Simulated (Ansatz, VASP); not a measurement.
## WS2 in VASP and in Ansatz

Contents of INCAR:

```
  ALGO = Normal
  EDIFF = 1E-6
  ENCUT = 520
  GGA = PE
  ISIF = 2
  ISMEAR = 0
  IVDW = 12
  LASPH = True
  LCHARG = True
  LELF = True
  LREAL = False
  LVHAR = True
  LWAVE = False
  NBANDS = 20
  NELM = 60
  PREC = Accurate
  SIGMA = 0.05
```

The input KPOINTS:

```
k-points
0
Gamma
  12 12 2
```

File POSCAR:

```
WS2
1.0
    3.1835163552      0.0000000000      0.0000000000
   -1.5917581776      2.7570060369      0.0000000000
    0.0000000000      0.0000000000     16.9505778900
W S
1 2
Direct
    0.3333333333      0.6666666667      0.0000000000
    0.6666666667      0.3333333333      0.9079994900
    0.6666666667      0.3333333333      0.0920005100
```

Input for Ansatz:

```yaml
crystal:
  lattice:
    - [3.1835163552, 0.0, 0.0]
    - [-1.5917581776, 2.7570060369, 0.0]
    - [0.0, 0.0, 16.95057789]
  atoms:
    - { symbol: W, position: [0.3333333333, 0.6666666667, 0.0] }
    - { symbol: S, position: [0.6666666667, 0.3333333333, 0.90799949] }
    - { symbol: S, position: [0.6666666667, 0.3333333333, 0.09200051] }
basis:
  ecutwfc: 420
kpoints:
  mp_grid: { grid: [12, 12, 2] }
hamiltonian:
  xc: pbe
  dispersion: d3bj
scf:
  occupations: { method: gaussian, width: 0.05 }
output:
  forces: true
  stress: true
  eigenvalues: true
```

Alike in both runs: task single point; functional PBE; dispersion D3(BJ); k mesh 12 × 12 × 2; occupations gaussian, width 0.05 eV; no spin polarisation.

|  | VASP | Ansatz |
| --- | --- | --- |
| version | VASP 6.6.1 | Ansatz 0.2.0 |
| potentials or method | VASP PAW PBE potentials, release 64 (W_sv, S) | scalar-relativistic, plane waves, PAW |
| plane-wave cutoff (eV) | 520 | 420 |
| valence electrons in the cell | 26 | 26 |

VASP gave:

| Quantity | Value |
| --- | --- |
| gap on the k mesh at the Fermi level (eV) | 1.80 |
| least direct gap on the mesh (eV) | 1.80 |
| rms of the force components (eV/Å) | 0.078 |

Q: Estimate Ansatz's values.

A: gap on the k mesh at the Fermi level (eV): 1.79; least direct gap on the mesh (eV): 1.79; rms of the force components (eV/Å): 0.076.

Atom by atom the forces differ by 0.002 eV/Å (rms over components). With one functional, cell and mesh, what is left measures potentials, basis and numerics.

Caveats: spin-orbit coupling is left out, which moves the levels of the heavy elements. As with any semilocal functional, this PBE gap is likely too small.
